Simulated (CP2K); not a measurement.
Converging shifted k-point meshes: CsPbI3 (P4mm, 5 atoms in the cell)

```
CELL_PARAMETERS angstrom
      6.25855     0.00000     0.00000
      0.00000     6.25855     0.00000
      0.00000     0.00000     6.25855
ATOMIC_POSITIONS crystal
  Cs 0.00000 0.00000 0.00799
  Pb 0.50000 0.50000 0.50000
  I  0.50000 0.00000 0.50000
  I  0.00000 0.50000 0.50000
  I  0.50000 0.50000 0.00000
```

Level of theory: PBE, GPW, DZVP-MOLOPT-SR-GTH basis, GTH-PBE potentials (GTH_POTENTIALS) (CP2K).

Base settings: CUTOFF = 500 Ry; REL_CUTOFF = 50 Ry; SMEAR/METHOD = FERMI_DIRAC; ELECTRONIC_TEMPERATURE = 116.05 K; KPOINTS/SCHEME = MONKHORST-PACK 2 2 2; GAMMA_CENTERED = T; XC_FUNCTIONAL = PBE; Cs/BASIS_SET = DZVP-MOLOPT-SR-GTH; Cs/POTENTIAL = GTH-PBE-q9; Pb/BASIS_SET = DZVP-MOLOPT-SR-GTH.

In this ladder: GAMMA_CENTERED = default.

Only quantities that move along the ladder and can be compared are tabulated.

The starting cell has typed, rounded lattice constants, without a prior relaxation at this level. Its lattice was rescaled by up to half a per cent. One atom was moved a little off its site on purpose. Values carry the incompleteness of an atom-centred basis.

| KPOINTS/SCHEME | free energy less the last step's (meV/atom) | pressure (GPa) | largest difference of a force vector from the last step's (eV/Å) |
|---|---|---|---|
| MACDONALD 1 1 1 0.5 0.5 0.5 | 1633.62 | 9.45 | 0.021 |
| MONKHORST-PACK 2 2 2 | -123.96 | 0.37 | 0.001 |
| MACDONALD 3 3 3 0.1666666667 0.1666666667 0.1666666667 | 34.34 | 1.53 | 0.001 |
| MONKHORST-PACK 4 4 4 | -9.20 | 1.06 | 0.000 |
| MACDONALD 5 5 5 0.1 0.1 0.1 | 3.22 | 1.23 | 0.000 |
| MONKHORST-PACK 6 6 6 | -1.12 | 1.15 | 0.000 |
| MACDONALD 7 7 7 0.07142857143 0.07142857143 0.07142857143 | 0.45 | 1.18 | 0.000 |
| MONKHORST-PACK 8 8 8 | -0.17 | 1.17 | 0.000 |
| MACDONALD 9 9 9 0.05555555556 0.05555555556 0.05555555556 | 0.08 | 1.18 | 0.000 |
| MONKHORST-PACK 10 10 10 | -0.03 | 1.17 | 0.000 |
| MONKHORST-PACK 12 12 12 | 0.00 | 1.17 | 0.000 |

Coarsest KPOINTS/SCHEME that holds the free energy within 2 meV/atom of the last step, with all finer ones: MONKHORST-PACK 6 6 6; the step before is off by 3.2 meV/atom.

Coarsest KPOINTS/SCHEME that holds the pressure within 1 GPa of the last step, with all finer ones: MONKHORST-PACK 2 2 2; the step before is off by 8.3 GPa.

Coarsest KPOINTS/SCHEME that holds the forces within 0.01 eV/Å of the last step, with all finer ones: MONKHORST-PACK 2 2 2; the step before is off by 0.021 eV/Å.
